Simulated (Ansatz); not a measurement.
System: rutile RuO2. Method: PBE-D4 in Ansatz (PAW).

Run with plane-wave cutoff 520 eV, 12×12×18 k mesh (along the axes of the cell as run), Fermi–Dirac smearing 0.05 eV, no spin polarisation, scalar-relativistic PAW data made under PBE.

Energies at three volumes about the minimum:

```
V (Å³/atom)  E − E_lowest (meV/atom)
-----------  -----------------------
10.269                          3.54
10.479                          0.00
10.688                          3.31
```

Q: Fit a parabola by hand: where is the minimum, and what is the bulk modulus?

A: Slopes: (0.00 − 3.54)/(10.479 − 10.269) = -16.857 and (3.31 − 0.00)/(10.688 − 10.479) = 15.837 meV/Å³. Curvature E″ = 2 × (15.837 − (-16.857))/(10.688 − 10.269) = 156.057 meV/Å⁶. From the middle of the first interval, the slope vanishes at V0 = 10.3740 − (-16.857)/156.057 = 10.482 Å³/atom. B = V0 E″ = 10.482 × 156.057 meV/Å³ × 0.1602 GPa per meV/Å³ = 262 GPa. The full Birch–Murnaghan fit to all volumes gives V0 = 10.478 Å³/atom and B0 = 261 GPa.

Shape and atoms are relaxed at each volume.

Measured, for comparison: bulk modulus 270 GPa (room temperature, no zero-point or thermal correction; as tabulated in LI and ZENG (2008), arXiv:0807.3251). Computed (rounded) less measured: bulk modulus -3 %.

Note: the bulk modulus comes from volumes at which shape and atoms were relaxed.

Ansatz is a quantum-chemistry and plane-wave program.
